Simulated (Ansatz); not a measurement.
Input and command of a plane-wave DFT calculation in Ansatz:

```yaml
crystal:
  lattice:
    - [1.5790003843, 0.9116362969, 6.16333]
    - [-1.5790003843, 0.9116362969, 6.16333]
    - [0.0, -1.8232725938, 6.16333]
  atoms:
    - { symbol: W, position: [-0.0386214388, -0.0386214388, 0.1259178633] }
    - { symbol: S, position: [0.7503, 0.7503, 0.7503] }
    - { symbol: S, position: [0.581, 0.581, 0.581] }
basis:
  ecutwfc: 420
kpoints:
  mp_grid: { grid: [12, 12, 12] }
hamiltonian:
  xc: pbesol
  dispersion: d3bj
scf:
  occupations: { method: gaussian, width: 0.05 }
output:
  forces: true
  stress: true
  eigenvalues: true
```

```bash
ansatz run input.yaml --threads 1 --pin off --max-ram 2560MiB --backend cpu --events-out ev --progress --plain --runs-dir out
```

Processor: AMD EPYC 7R43 64-Core Processor (Zen 3), 1 thread, on a host shared with other jobs.

Estimate time, memory and problem size.

About 26 s on 1 thread of AMD EPYC 7R43 64-Core Processor (Zen 3), on a shared host, peak memory 0.75 GiB. It solves 17 bands at 476 k points (the mesh reduced by symmetry) with about 1011 plane waves, in 8 SCF iterations.
